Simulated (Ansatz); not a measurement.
# Sb (Pm-3m) in Ansatz: settings compared

The runs below take Sb through single point, with LDA, PBE.

Program: Ansatz 0.2.0. These are calculated values, not measurements. Logs are shortened: lines on timing, memory, paths and dates and some standing lists are left out, and cuts for length are marked.

## (1) Starting point

The structure is cubic, space group Pm-3m (No. 221). Conventional cell: a = 3.160 Å, b = 3.160 Å, c = 3.160 Å, α = 90.00°, β = 90.00°, γ = 90.00°. Sb (site symmetry m-3m) is surrounded by 6 Sb at 3.16 Å.

This isn't the form of Sb at room conditions, which is rhombohedral.

## (2) Single point, LDA

File input.yaml:

```yaml
crystal:
  lattice:
    - [3.16, 0.0, 0.0]
    - [0.0, 3.16, 0.0]
    - [0.0, 0.0, 3.16]
  atoms:
    - { symbol: Sb, position: [0.0, 0.0, 0.0] }
kpoints:
  mp_grid: { grid: [8, 8, 8] }
scf:
  occupations: { method: gaussian, width: 0.1 }
hamiltonian:
  xc: lda
  pseudopotentials: { kind: all_electron, lapw: { basis_error: 0.001 } }
output:
  forces: true
  stress: true
  eigenvalues: true
```

Potentials or basis: all-electron LAPW, scalar-relativistic.

On the command line:

```
> ansatz run input.yaml --threads 1 --pin off --max-ram 3072MiB --backend cpu --events-out ev --progress --plain --runs-dir out
```

Log:

```text
Warning: RAYON_NUM_THREADS=1 ignored (pool sized by the plan → 1); use --threads N
LAPW: plane waves up to 6.960 Å⁻¹, error target 1.0e-3 eV per atom; small_component_spin mean_spin; Sb in spheres of 1.580 Å, 23 of its electrons in bands, Dirac shells [] (how accurate: hamiltonian.pseudopotentials.lapw.basis_error, Limitations)
Engine: ansatz 0.2.0, aarch64-unknown-linux-gnu
Pseudopotentials: kind: all_electron
Pseudopotential: Sb, LAPW, valence charge 23, lapw/all_electron/scalar/gaussian/Sb, Koelling and Harmon's equation, gaussian nucleus
Functional definition: SPW92
  exchange = slater_x
  correlation = pw_c
Crystal: 1 atoms, lattice volume = 31.554 Å³
Basis set: ecut = 184.54075183175712 eV, 179 PW (Γ), exchange–correlation at level 2
Bands: 16, of which v1, the nominal top of the filled ones, is band 12 counted from 1 (11 counted from 0)
Symmetry: 48 space group operations
Space group: Pm-3m (ITA 221), of the structure as read, at distance tolerance 3.2e-5 Å
k-points: 35 of 512
Non-local potential: Sb, projectors of the file, none
Initial density: superposition of atomic densities (chi_scale 0.1, normalization cell)
Initial wavefunctions: plane waves of lowest kinetic energy (no species holds an atomic orbital)
Functional: x = slater, c = lda
iter 1 solved again at ethr=6.21e-5 eV; its pass at ethr=1.00e-1 eV (dr2=1.43e-2 eV) is discarded
SCF iter   1: F=—  HF=-176219.588777 eV  |F-HF|=—  |Δ(HF+E_count)|=         —  Δρ=7.99e-3  dr2=1.43e-2  ethr=6.21e-5  ⟨swp⟩=3.3  Hψ=3941  notcnv=0
preconditioner: auto → LDOS  [insulator: Δε(μ)=0.197 eV  Ē_g=11.880 eV  σ=0.100 eV  W_gap=0.54  n_scr=6 (ndim 8)  ℏωp=14.8 eV  f_vac=0.024  D(μ)=1.07/eV (n_scr^D=6)  ε∞_Penn≈2.5  β→1.0]
iter 2 solved again at ethr=2.76e-6 eV; its pass at ethr=6.21e-5 eV (dr2=6.35e-4 eV) is discarded
SCF iter   2: F=—  HF=-176219.584665 eV  |F-HF|=—  |Δ(HF+E_count)|=   4.11e-3  Δρ=2.27e-3  dr2=6.36e-4  ethr=2.76e-6  ⟨swp⟩=2.0  Hψ=2665  notcnv=0
SCF iter   3: F=—  HF=-176219.583738 eV  |F-HF|=—  |Δ(HF+E_count)|=   9.28e-4  Δρ=6.13e-4  dr2=6.69e-5  ethr=2.76e-6  ⟨swp⟩=2.0  Hψ=1560  notcnv=0
SCF iter   4: F=—  HF=-176219.582840 eV  |F-HF|=—  |Δ(HF+E_count)|=   8.98e-4  Δρ=1.71e-4  dr2=9.07e-6  ethr=2.91e-7  ⟨swp⟩=2.0  Hψ=1560  notcnv=0
SCF iter   5: F=—  HF=-176219.582692 eV  |F-HF|=—  |Δ(HF+E_count)|=   1.48e-4  Δρ=4.33e-5  dr2=6.93e-7  ethr=3.94e-8  ⟨swp⟩=2.0  Hψ=1560  notcnv=0
SCF iter   6: F=—  HF=-176219.582683 eV  |F-HF|=—  |Δ(HF+E_count)|=   8.43e-6  Δρ=6.79e-6  dr2=2.50e-8  ethr=3.01e-9  ⟨swp⟩=2.0  Hψ=1560  notcnv=0
SCF iter   7: F=-176219.582683 eV  HF=-176219.582683 eV  |F-HF|=6.69e-10  |Δ(HF+E_count)|=   9.91e-8  Δρ=9.66e-7  dr2=5.15e-10  ethr=1.09e-10  ⟨swp⟩=2.0  Hψ=1560  notcnv=0
SCF 1 converged in 7 iterations: F = -176219.582683 eV  dr2 = 5.15e-10
SCF converged after 7 iterations
Free energy (F): -176219.582683 eV
Harris-Foulkes:  -176219.582683 eV  (|F-HF|=6.69e-10)
Internal energy: -176219.577346 eV  (E = F + TS)
E sigma→0 (E₀):  -176219.580014 eV
Entropy (-TS):   -0.005337 eV (-5.337 meV/atom)
Fermi energy:    11.269357 eV
--- Per-component energies (eV) ---
  E_band       = -921.629704
  E_kinetic    = 185662.585327
  E_xc         = -4492.560183
  E_electrostatic = -357389.602490  (all electrons and nuclei)
  E_smearing   = -0.005337  (= −TS)
  E_closure    = 0.000000  (closes the sum)
  E_atoms      = -176214.878511  (free atoms, spherical and without spin; not in F)
  Σ components = -176219.582683   (vs F -176219.582683, Δ=0.00e0)
  Basis errors (estimates in eV, not in F): energy 3.2e-4 per atom: plane waves 3.1e-4 (1.7e-4 summed), levels above the bands 0.0e0, relativity 1.5e-9, radial functions 6.2e-6, core shells 2.2e-10; eigenvalues (radial functions only) 4.4e-6; not estimated: angular momenta, meshes, grids; target (lapw.basis_error) 1.0e-3; muffin-tin radii Sb 1.580 Å
--- Forces (eV/Å), atoms counted from 1 ---
  atom   1  Sb     0.00000000     0.00000000     0.00000000
  max |Σ_I F_I| component: 9.63e-34 eV/Å
--- Stress (GPa, compression-positive) ---
       -5.694800      -0.000000       0.000000
       -0.000000      -5.694800       0.000000
        0.000000       0.000000      -5.694800
  P = ⅓ Tr σ = -5.6948 GPa (-56.948 kbar)
--- Band table (eV; the first three rows and the last of 35) ---
  k-point 0: bands = ["-132.3825", "-85.5042", "-85.5042", "-85.5042", "-17.6432", "-17.6432", "-17.4944", "-17.4944", "-17.4944", "-0.6793", "14.4118", "14.4118", "14.4118", "18.5037", "18.5037", "19.1611"]
  k-point 1: bands = ["-132.3825", "-85.5045", "-85.5042", "-85.5042", "-17.6424", "-17.6239", "-17.4998", "-17.4998", "-17.4939", "-0.4684", "12.3627", "14.6141", "14.6141", "18.6883", "19.1038", "21.1872"]
  k-point 2: bands = ["-132.3825", "-85.5053", "-85.5041", "-85.5041", "-17.6405", "-17.5773", "-17.5129", "-17.5129", "-17.4929", "0.1385", "9.4996", "15.1659", "15.1659", "19.2338", "19.7042", "24.8872"]
  k-point 34: bands = ["-132.3823", "-85.5061", "-85.5061", "-85.5061", "-17.5717", "-17.5717", "-17.5717", "-17.4334", "-17.4334", "6.3078", "9.8330", "9.8330", "9.8330", "16.3747", "16.3747", "16.3747"]
```

Wall time 2.8 s (1 thread of Arm Neoverse V1, shared host); peak memory 0.22 GiB.

What came out:

| Property | Result |
| --- | --- |
| Free energy | -176219.5827 eV |
| Pressure | -5.7 GPa |
| Band gap on the k mesh | none (metal or under the smearing width) |

## (3) Single point, PBE

Changes to input.yaml since step 2:

```diff
@@ -12,3 +12,3 @@
 hamiltonian:
-  xc: lda
+  xc: pbe
   pseudopotentials: { kind: all_electron, lapw: { basis_error: 0.001 } }
```

Potentials or basis: all-electron LAPW, scalar-relativistic.

On the command line:

```
> ansatz run input.yaml --threads 1 --pin off --max-ram 3072MiB --backend cpu --events-out ev --progress --plain --runs-dir out
```

It took 2.9 s on 1 thread of Arm Neoverse V1, shared host; peak memory 0.22 GiB.

It converged, with:

```yaml
Free_energy: -176368.1189 eV
Pressure: -2.2 GPa
Band_gap_on_the_k_mesh: none (metal or under the smearing width)
```

Levels at points of the mesh, in eV from the Fermi level:
```
              k point  band 9  band 10  band 11  band 12  band 13  band 14  band 15  band 16
   (0.00, 0.00, 0.00)  -28.93   -11.92     3.17     3.17     3.17     7.10     7.10     7.98
  (0.00, 0.00, -0.50)  -28.93    -9.69    -5.14     5.00     5.00     9.33    10.46    11.34
 (0.00, -0.50, -0.50)  -28.87    -7.36    -3.24    -3.24     2.45     6.83    13.04    13.04
(-0.50, -0.50, -0.50)  -28.87    -4.80    -1.46    -1.46    -1.46     5.02     5.02     5.02
```

The run has no spin-orbit coupling, so splittings on Sb are missing.
